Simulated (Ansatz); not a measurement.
Runs of Ansatz 0.2.0 on BP. It takes space group F-43m (No. 216, cubic). Conventional cell: a = 4.538 Å, b = 4.538 Å, c = 4.538 Å, α = 90.00°, β = 90.00°, γ = 90.00°. P (site symmetry -43m) has 4 B at 1.97 Å as nearest neighbours. B (site symmetry -43m) has 4 P at 1.97 Å as nearest neighbours. 

```csv
task,level,potentials or basis,cell,cutoff (eV),points for each segment of the path,gap on the mesh (eV),pressure (GPa),V0 of scaled cells (Å³/atom),B0 (GPa)
equation of state,PBE,SPMS NC,as given,789,-,-,-,11.75,(c)
band structure,SVWN5,Ansatz PAW,as given,420,14,1.19,-5.3,-,-
relaxation of cell and atoms,revPBE,Ansatz PAW,relaxed,420,-,1.29,0.0,-,-
equation of state,m-r2SCAN,Ansatz PAW,as given,500,-,-,-,(a),(b)
equation of state,PBE,Ansatz PAW small core,as given,420,-,-,-,11.76,162
```

Alike in all rows: no spin polarisation; k mesh 10 × 10 × 10; smearing fermi-dirac 0.05 eV.

Estimate the missing entries.

(a) 11.67; (b) 169; (c) 161.

Caveats: the PAW data sets come from PBE, with cores solved anew for the run's functional, which leaves a small shift of forces and pressure (some runs); the plane-wave basis is chosen anew once the cell has moved, so the energies of steps on either side of that aren't comparable (some runs); the PAW data sets were made with another functional, which shifts forces and pressure a little (some runs).

A k mesh can miss the band edges.
